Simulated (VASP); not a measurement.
# InP (F-43m) in VASP: settings compared, part 3 of 3

VASP 6.6.1. The steps go on from the part before.

## 6. Single point, PBEsol+D4

This run uses another cell than the first one, of 24.16 Å³/atom, 0.960 times its volume.

Contents of INCAR:

```
PREC = Accurate
ENCUT = 520
EDIFF = 1E-7
ISMEAR = -1
SIGMA = 0.05
LREAL = False
LASPH = True
NELM = 60
ALGO = Normal
ISIF = 2
LWAVE = False
LCHARG = False
GGA = PS
IVDW = 13
NBANDS = 16
```

Contents of KPOINTS:

```
regular mesh
0
Gamma
  8 8 8
```

Contents of POSCAR:

```
InP
1.0
    0.0000000000      2.8908937935      2.8908937935
    2.8908937935      0.0000000000      2.8908937935
    2.8908937935      2.8908937935      0.0000000000
In P
1 1
Direct
    0.0000000000      0.0000000000      0.0000000000
    0.7500000000      0.7500000000      0.7500000000
```

Potentials or basis: VASP PAW PBE potentials, release 64 (In_d, P).

Run with:

```console
> cat potpaw_PBE.64/In_d/POTCAR potpaw_PBE.64/P/POTCAR > POTCAR
> mpirun -np 1 vasp_std > vasp.out
```

OUTCAR:

```text
PREC = Accurate
   ENCUT = 520
   EDIFF = 1E-7
   ISMEAR = -1
   LREAL = False
   LASPH = True
   NELM = 60
   ISIF = 2
   GGA = PS
   IVDW = 13

 ion  position               nearest neighbor table
   1  0.000  0.000  0.000-   2 2.50   2 2.50   2 2.50   2 2.50
   2  0.750  0.750  0.750-   1 2.50   1 2.50   1 2.50   1 2.50

  LATTYP: Found a face centered cubic cell.
 ALAT       =     5.7817875870

  Lattice vectors:

 A1 = (   0.0000000000,   2.8908937935,   2.8908937935)
 A2 = (   2.8908937935,   0.0000000000,   2.8908937935)
 A3 = (   2.8908937935,   2.8908937935,   0.0000000000)

Analysis of symmetry for initial positions (statically):
=====================================================================
 Subroutine PRICEL returns:
 Original cell was already a primitive cell.

 Routine SETGRP: Setting up the symmetry group for a
 face centered cubic supercell.

 Subroutine GETGRP returns: Found 24 space group operations
 (whereof 24 operations were pure point group operations)
 out of a pool of 48 trial point group operations.

The static configuration has the point symmetry T_d .

Analysis of symmetry for dynamics (positions and initial velocities):
=====================================================================
 Subroutine PRICEL returns:
 Original cell was already a primitive cell.

 Routine SETGRP: Setting up the symmetry group for a
 face centered cubic supercell.

 Subroutine GETGRP returns: Found 24 space group operations
 (whereof 24 operations were pure point group operations)
 out of a pool of 48 trial point group operations.

The dynamic configuration has the point symmetry T_d .

 Subroutine INISYM returns: Found 24 space group operations
 (whereof 24 operations are pure point group operations),
 and found     1 'primitive' translations

----------------------------------------------------------------------------------------

                                     Primitive cell

  volume of cell :      48.3199

  direct lattice vectors                    reciprocal lattice vectors
     0.000000000  2.890893794  2.890893794    -0.172956890  0.172956890  0.172956890
     2.890893794  0.000000000  2.890893794     0.172956890 -0.172956890  0.172956890
     2.890893794  2.890893794  0.000000000     0.172956890  0.172956890 -0.172956890

  length of vectors
     4.088341210  4.088341210  4.088341210     0.299570121  0.299570121  0.299570121

  position of ions in fractional coordinates (direct lattice)
     0.000000000  0.000000000  0.000000000
     0.750000000  0.750000000  0.750000000

  ion indices of the primitive-cell ions
   primitive index   ion index
                 1           1
                 2           2

----------------------------------------------------------------------------------------

 KPOINTS: regular mesh

Automatic generation of k-mesh.
 Grid dimensions read from file:
 generate k-points for:    8    8    8

 Generating k-lattice:

  Cartesian coordinates                     Fractional coordinates (reciprocal lattice)
    -0.021619611  0.021619611  0.021619611     0.125000000  0.000000000  0.000000000
     0.021619611 -0.021619611  0.021619611     0.000000000  0.125000000  0.000000000
     0.021619611  0.021619611 -0.021619611     0.000000000  0.000000000  0.125000000

  Length of vectors
     0.037446265  0.037446265  0.037446265

  Shift w.r.t. Gamma in fractional coordinates (k-lattice)
     0.000000000  0.000000000  0.000000000

 Subroutine IBZKPT returns following result:
 ===========================================

 Found     29 irreducible k-points:

 Following reciprocal coordinates:
            Coordinates               Weight
  0.000000  0.000000  0.000000      1.000000
  0.125000  0.000000  0.000000      8.000000
  0.250000  0.000000  0.000000      8.000000
  0.375000  0.000000  0.000000      8.000000
  0.500000  0.000000  0.000000      4.000000
  0.125000  0.125000  0.000000      6.000000
[... 16 lines left out ...]
  0.500000  0.250000  0.125000     48.000000
 -0.375000  0.250000  0.125000     24.000000
 [... further k-points ...]
   k-points           NKPTS =     29   k-points in BZ     NKDIM =     29   number of bands    NBANDS=     16
   number of dos      NEDOS =    301   number of ions     NIONS =      2
   total plane-waves  NPLWV =  27000
   dimension x,y,z NGX =    30 NGY =   30 NGZ =   30
   dimension x,y,z NGXF=    60 NGYF=   60 NGZF=   60
   ions per type =               1   1
   NGX,Y,Z   is equivalent  to a cutoff of  12.20, 12.20, 12.20 a.u.
   NGXF,Y,Z  is equivalent  to a cutoff of  24.40, 24.40, 24.40 a.u.
 SYSTEM =  unknown system
   PREC   = accura    normal or accurate (medium, high low for compatibility)
   ISTART =      0    job   : 0-new  1-cont  2-samecut
   ICHARG =      2    charge: 1-file 2-atom 10-const
   ISPIN  =      1    spin polarized calculation?
   LNONCOLLINEAR =      F non collinear calculations
   LSORBIT =      F    spin-orbit coupling
   LASPH  =      T    aspherical Exc in radial PAW
   ENCUT  =  520.0 eV  38.22 Ry    6.18 a.u.   7.60  7.60  7.60*2*pi/ulx,y,z
   NELM   =     60;   NELMIN=  2; NELMDL= -5     # of ELM steps
   EDIFF  = 0.1E-06   stopping-criterion for ELM
   LREAL  =      F    real-space projection
   EDIFFG = 0.1E-05   stopping-criterion for IOM
   NSW    =      0    number of steps for IOM
   IBRION =     -1    ionic relax: 0-MD 1-quasi-New 2-CG
   NFREE  =      0    steps in history (QN), initial steepest desc. (CG)
   ISIF   =      2    stress and relaxation
   ISYM   =      2    0-nonsym 1-usesym 2-fastsym
   POTIM  = 0.5000    time-step for ionic-motion
   TEBEG  =    0.0;   TEEND  =   0.0 temperature during run
   PSTRESS=    0.0 pullay stress
   NELECT =      18.0000    total number of electrons
   NUPDOWN=      -1.0000    fix difference up-down
   EMIN   =  10.00;   EMAX   =-10.00  energy-range for DOS
   EFERMI =   0.00;   METHOD = LEGACY
   ISMEAR =    -1;   SIGMA  =   0.05  broadening in eV -4-tet -1-fermi 0-gaus
   EFERMI_NEDOS =   21; number of points for ismear=-14 and -15
   IALGO  =     38    algorithm
   IMIX   =      4    mixing-type and parameters
     AMIX     =   0.40;   BMIX     =  1.00
     AMIX_MAG =   1.60;   BMIX_MAG =  1.00
  volume/ion in A,a.u.               =      24.16       163.04
  Fermi-wavevector in a.u.,A,eV,Ry     =   1.177941  2.225986 18.878695  1.387545
  Thomas-Fermi vector in A             =   2.314279
   LORBIT       =      0    0 simple, 1 ext, 2 COOP (PROOUT), +10 PAW based schemes
   GGA     = PS    functional components
   LHFCALC =     F    Hartree Fock is set to
   AEXX    =    0.0000 exact exchange contribution
   IVDW    =    13    specifies the selected vdW correction
   LEPSILON=     F    determine dielectric tensor
   LRPA    =     F    only Hartree local field effects (RPA)
 non-spin polarized calculation
  energy-cutoff  :      520.00
  volume of cell :       48.32
 maximum number of plane-waves:      1316
   NGX = 15   NGY = 15   NGZ = 15

 number of electron      18.0000007 magnetization

 Free energy of the ion-electron system (eV)
  ---------------------------------------------------
  ext. energy  EPLUGINS =         0.00000000
  ---------------------------------------------------
  free energy    TOTEN  =        -9.12703100 eV

  energy without entropy =       -9.12702935  energy(sigma->0) =       -9.12703018

 E-fermi :   5.9978     XC(G=0):  -9.6600

 val. band max:        5.5512824521   @ k =   0.0000   0.0000   0.0000
 cond. band min:       6.3839889385   @ k =   0.0000   0.0000   0.0000
 fundamental gap:      0.8327064864
 Fermi energy:         5.9978205880

 k-point     1 :       0.0000    0.0000    0.0000
  band No.  band energies     occupation
      1      -8.6917      2.00000
      2      -8.6917      2.00000
      3      -8.6917      2.00000
      4      -8.5152      2.00000
      5      -8.5152      2.00000
      6      -6.2878      2.00000
[... 8 lines left out ...]
     15      15.0464      0.00000
     16      15.0464      0.00000
[... 419 lines left out ...]
 k-point    24 :      -0.3750    0.2500    0.1250
  band No.  band energies     occupation
      1      -8.8493      2.00000
      2      -8.6355      2.00000
      3      -8.6118      2.00000
      4      -8.5225      2.00000
      5      -8.5002      2.00000
      6      -4.0507      2.00000
[... 8 lines left out ...]
     15      16.2518      0.00000
     16      16.9834      0.00000

 [... further k-points ...]

------------------------ aborting loop because EDIFF is reached ----------------------------------------

  DFT-D4 for vdW energy calculation

  Edisp (eV):   -0.41181

  FORCE on cell =-STRESS in cart. coord.  units (eV):
  Direction    XX          YY          ZZ          XY          YZ          ZX
  --------------------------------------------------------------------------------------
  -------------------------------------------------------------------------------------
  Total       0.72411     0.72411     0.72411     0.00000     0.00000    -0.00000
  in kB      24.00971    24.00971    24.00971     0.00000     0.00000    -0.00000
  external pressure =       24.01 kB  Pullay stress =        0.00 kB

 VOLUME and BASIS-vectors are now :
 -----------------------------------------------------------------------------
  energy-cutoff  :      520.00
  volume of cell :       48.32
      direct lattice vectors                 reciprocal lattice vectors
     0.000000000  2.890893794  2.890893794    -0.172956890  0.172956890  0.172956890
     2.890893794  0.000000000  2.890893794     0.172956890 -0.172956890  0.172956890
     2.890893794  2.890893794  0.000000000     0.172956890  0.172956890 -0.172956890

 POSITION                                       TOTAL-FORCE (eV/Angst)
 -----------------------------------------------------------------------------------
      0.00000      0.00000      0.00000        -0.000000     -0.000000     -0.000000
      4.33634      4.33634      4.33634         0.000000      0.000000      0.000000
 -----------------------------------------------------------------------------------
    total drift:                                0.000000      0.000000      0.000000

  FREE ENERGIE OF THE ION-ELECTRON SYSTEM (eV)
  ---------------------------------------------------
  free  energy   TOTEN  =        -9.5388418349 eV

  energy  without entropy=       -9.5388401856  energy(sigma->0) =       -9.53884101
```

stdout:

```text
POSCAR found type information on POSCAR InP
 POSCAR found :  2 types and       2 ions
 scaLAPACK will be used
 -----------------------------------------------------------------------------
|                                                                             |
|                                                                             |
|     You enforced a specific xc type in the INCAR file but a different       |
|     I HOPE YOU KNOW WHAT YOU ARE DOING!                                     |
|                                                                             |
 -----------------------------------------------------------------------------

 LDA part: xc-table for (Slater+PW92), standard interpolation
 POSCAR, INCAR and KPOINTS ok, starting setup
 FFT: planning ... GRIDC
 FFT: planning ... GRID_SOFT
 FFT: planning ... GRID
 WAVECAR not read
 entering main loop
```

Run time: 13 s. Hardware: 1 thread of AMD EPYC 9R45 (Zen 5), shared host; peak memory 0.15 GiB.

What came out:

| Property | Result |
| --- | --- |
| Free energy | -9.5388 eV |
| Pressure | 2.4 GPa |
| Band gap on the k mesh | 0.83 eV, direct |
| Dispersion energy per atom | -0.206 eV |

Levels at points of the mesh, in eV from the valence-band top:
```csv
k point,band 7,band 8,band 9,band 10,band 11,band 12
"(0.00, 0.00, 0.00)",0.00,0.00,0.00,0.83,4.01,4.01
"(0.50, 0.00, 0.00)",-6.03,-1.05,-1.05,1.50,4.74,4.74
"(0.50, 0.50, 0.00)",-6.00,-2.50,-2.50,1.56,2.15,9.36
```

Caveat: the PAW data sets were made with another functional, which shifts forces and pressure a little; spin-orbit coupling is left out, which moves the levels of the heavy elements.

## 7. The runs side by side

| level | cell | k mesh | gap on the mesh (eV) | pressure (GPa) |
| --- | --- | --- | --- | --- |
| PBE | a = 4.144 Å, angles 60.0°, 2 atoms | 3 × 3 × 3 | 0.68 | 4.1 |
| RPBE+D3(BJ) | a = 4.040 Å, angles 60.0°, 2 atoms | 8 × 8 × 8 | 1.26 | -0.1 |
| PBEsol+D4 | a = 4.060 Å, angles 60.0°, 2 atoms | 8 × 8 × 8 | 0.94 | 4.2 |
| SVWN5 | a = 4.060 Å, angles 60.0°, 2 atoms | 8 × 8 × 8 | 0.82 | 3.5 |
| PBEsol+D4 | a = 4.088 Å, angles 60.0°, 2 atoms | 8 × 8 × 8 | 0.83 | 2.4 |

Alike in all rows: task single point; potentials or basis VASP PAW PBE potentials, release 64 (In_d, P); no spin polarisation; cutoff (eV) 520; smearing fermi-dirac 0.05 eV.

Caveats: some runs use coarse meshes; spin-orbit coupling is left out, which moves the levels of the heavy elements; the PAW data sets were made with another functional, which shifts forces and pressure a little (some runs).

Absolute energies hang on the potentials; compare differences alone.

## 8. How close it comes

Step 3. A measured gap of InP is 1.4236 eV (direct; 1.6 K; a printed reference work, data compilation); the calculated 1.26 eV misses it by -0.16 eV. Spin-orbit coupling on In is left out. The value is that of RPBE+D3(BJ) on a finite k mesh, which can miss the band edges, without temperature or zero-point motion. Semilocal functionals fall short of measured gaps as a rule.

Step 6. Against the measured gap of InP, 1.4236 eV (direct; 1.6 K; a printed reference work, data compilation), the calculated 0.83 eV is off by -0.59 eV. Spin-orbit coupling on In is left out. The value is that of PBEsol+D4, without temperature or zero-point motion. Semilocal functionals fall short of measured gaps as a rule.
